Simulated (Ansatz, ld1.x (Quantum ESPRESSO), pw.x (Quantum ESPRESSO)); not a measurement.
# Equation-of-state test of one PAW potential (selenium)

* Element: Se
* Generator: ld1.x (Quantum ESPRESSO) 7.5
* Type: PAW
* Functional: PBE
* Relativity: scalar-relativistic
* Frozen core: [Ar]
* Valence charge: 16
* Reference configuration: 3d10 4s2 4p4
* Partial waves: 4s (bound): rcut 1.25, rcutus 1.60 bohr; 4s channel at 3.85 Ry: rcut 1.25, rcutus 1.60 bohr; 4p (bound): rcut 1.70, rcutus 2.20 bohr; 4p channel at 4.25 Ry: rcut 1.70, rcutus 2.20 bohr; 3d (bound): rcut 1.20, rcutus 1.35 bohr; 3d channel at -3.55 Ry: rcut 1.20, rcutus 1.35 bohr
* Local potential: all-electron potential smoothed inside 1.25 bohr (lloc = -1)
* Core correction: Bessel-smoothed model core inside 0.80 bohr
* Augmentation charge: PSQ, radius 1.10 bohr

Atomic tests: cutoffs needed: 70 Ry and 140 Ry (the cutoffs (Ry, on a coarse ladder) from which the occupation-weighted sum of valence levels, in a spherical-Bessel basis at the reference potential, stays within 10 and 1 mRy of its value at 400 Ry); ghost test: no extra level below or beside the all-electron valence levels (s, p, d, f tested) (spherical-Bessel basis up to 400 Ry, 20 bohr box); largest excitation error: -27 meV (all-electron minus pseudo) for 3d10 4s2 4p0, out of 7 test configurations.

Crystal test: fcc Se in pw.x 7.5, no spin, 13³ k-points, Fermi–Dirac smearing 0.01 Ry, cutoffs 170/900 Ry. The reference is all-electron LAPW (Ansatz 0.2.0) with the same functional, mesh and smearing; V0 and B0 come from Birch–Murnaghan fits to the pressures at five volumes. Errors are pseudo minus all-electron; Δ is the rms difference of the E(V) curves that follow from these fits, minima aligned, over ±6 % about the mean V0. Mesh and smearing are coarse, so the numbers serve the comparison and aren't converged zero-temperature values; the lattice is a test structure that the element need not adopt.

All-electron: a0 = 4.342 Å (V0 = 20.47 Å³/atom), B0 = 67.6 GPa.

Problem. How far does the potential miss the all-electron equation of state?

Solution. mean pressure error (GPa): -0.08; a0 (Å): 4.340; a0 error (%): -0.04; B0 error (%): -0.5; Δ (meV/atom): 0.4.

```tsv
V (Å³/atom)	P all-electron (GPa)	P pseudo (GPa)
19.394	4.12	3.99
19.905	2.01	1.91
20.415	0.17	0.09
20.925	-1.43	-1.49
21.436	-2.81	-2.87
```

Problem. At the middle volume, how do free energy and pressure move when the wave cutoff is lowered (ecutrho held at 900 Ry)?

Solution.

```tsv
cutoff (Ry)	shift of F (meV/atom)	shift of P (GPa)
76	+111.7	-1.91
102	+12.9	-0.32
136	+4.6	-0.26
```

The 8 pw.x runs together took about 19 min on one core of a shared server CPU.
